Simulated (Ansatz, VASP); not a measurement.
ZnS: VASP beside Ansatz

Contents of INCAR:

```
PREC = Accurate ; ENCUT = 520
EDIFF = 1E-6 ; ISMEAR = 1
SIGMA = 0.001 ; LREAL = False
LASPH = True ; NELM = 80
ALGO = Normal ; ISIF = 2
LWAVE = False ; LCHARG = True
GGA = PE ; LELF = True
LVHAR = True ; NBANDS = 26
```

KPOINTS

```
regular mesh
0
Gamma
  6 6 4
```

The input POSCAR:

```
ZnS
1.0
    3.5895904813      0.0000000000      0.0000000000
   -1.7947952406      3.1086765460      0.0000000000
    0.0000000000      0.0000000000      5.8799973210
Zn S
2 2
Direct
    0.0000000000      0.0000000000      0.0000000000
    0.0000000000      0.0000000000      0.5000000000
    0.3333333333      0.6666666667      0.2500000000
    0.6666666667      0.3333333333      0.7500000000
```

Input for Ansatz:

```yaml
crystal:
  lattice:
    - [3.5895904813, 0.0, 0.0]
    - [-1.7947952406, 3.108676546, 0.0]
    - [0.0, 0.0, 5.879997321]
  atoms:
    - { symbol: Zn, position: [0.0, 0.0, 0.0] }
    - { symbol: Zn, position: [0.0, 0.0, 0.5] }
    - { symbol: S, position: [0.3333333333, 0.6666666667, 0.25] }
    - { symbol: S, position: [0.6666666667, 0.3333333333, 0.75] }
kpoints:
  mp_grid: { grid: [6, 6, 4] }
hamiltonian:
  xc: pbe
scf:
  occupations: { method: methfessel_paxton, width: 0.001 }
  n_extra_bands: 5
output:
  forces: true
  stress: true
  eigenvalues: true
```

Alike in both runs: task single point; functional PBE; k mesh 6 × 6 × 4; occupations methfessel-paxton of order 1, width 0.001 eV; no spin polarisation.

|  | VASP | Ansatz |
| --- | --- | --- |
| version | VASP 6.6.1 | Ansatz 0.2.0 |
| potentials or method | VASP PAW PBE potentials, release 64 (Zn, S) | plane waves |
| plane-wave cutoff (eV) | 520 | 420 |
| valence electrons in the cell | 36 | 36 |

|  | VASP | Ansatz | Ansatz less VASP |
| --- | --- | --- | --- |
| gap on the k mesh at the Fermi level (eV) | 0.37 | 0.37 | +0.006 |
| pressure (GPa) | 2.5 | 2.3 | -0.20 |
| largest component of the traceless stress (GPa) | 0.26 | 0.25 | -0.002 |
